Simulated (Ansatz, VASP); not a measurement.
**One calculation of TaN, two programs**

The input INCAR:

```
SYSTEM = TaN
  PREC = Accurate
  ENCUT = 520
  EDIFF = 1E-7
  ISMEAR = 0
  SIGMA = 0.1
  LREAL = .False.
  LASPH = .True.
  NELM = 100
  ALGO = Normal
  ISIF = 2
  LWAVE = .False.
  LCHARG = .True.
  GGA = PE
  LELF = .True.
  LVHAR = .True.
  NBANDS = 15
```

File KPOINTS:

```
Automatic mesh
0
Gamma
  18 18 14
  0 0 0
```

File POSCAR:

```
TaN
1.0
    2.9235439040      0.0000000000      0.0000000000
   -1.4617719520      2.5318632900      0.0000000000
    0.0000000000      0.0000000000      2.8255706400
Ta N
1 1
Direct
    0.3333333333      0.6666666667      0.5000000000
    0.0000000000      0.0000000000      0.0000000000
```

Input for Ansatz:

```yaml
crystal:
  lattice:
    - [2.923543904, 0.0, 0.0]
    - [-1.461771952, 2.53186329, 0.0]
    - [0.0, 0.0, 2.82557064]
  atoms:
    - { symbol: Ta, position: [0.3333333333, 0.6666666667, 0.5] }
    - { symbol: "N", position: [0.0, 0.0, 0.0] }
basis:
  ecutwfc: 420
kpoints:
  mp_grid: { grid: [18, 18, 14] }
hamiltonian:
  xc: pbe
scf:
  occupations: { method: gaussian, width: 0.1 }
output:
  forces: true
  stress: true
  eigenvalues: true
```

Alike in both runs: task single point; functional PBE; k mesh 18 × 18 × 14; occupations gaussian, width 0.1 eV; no spin polarisation.

|  | VASP | Ansatz |
| --- | --- | --- |
| version | VASP 6.6.1 | Ansatz 0.2.0 |
| potentials or method | VASP PAW PBE potentials, release 64 (Ta_pv, N) | scalar-relativistic, plane waves, PAW |
| plane-wave cutoff (eV) | 520 | 420 |
| valence electrons in the cell | 16 | 18 |

VASP gave:

| Item | Value |
| --- | --- |
| gap on the k mesh at the Fermi level (eV) | none |
| pressure (GPa) | 17.5 |
| largest component of the traceless stress (GPa) | 8.76 |

Task: Estimate Ansatz's values.

Result: gap on the k mesh at the Fermi level (eV): none; pressure (GPa): 16.7; largest component of the traceless stress (GPa): 8.62.

A gap of «none» marks a metal or a gap that the smearing closes. The functional is the same, so the differences come from potentials, cutoffs and numerics. The two sets of potentials don't hold the same shells in valence.

Caveats: so large a pressure means that the cell lies far from this level's equilibrium, or that cutoff or potentials fall short (VASP). Spin-orbit coupling is left out, which matters for the levels of Ta.
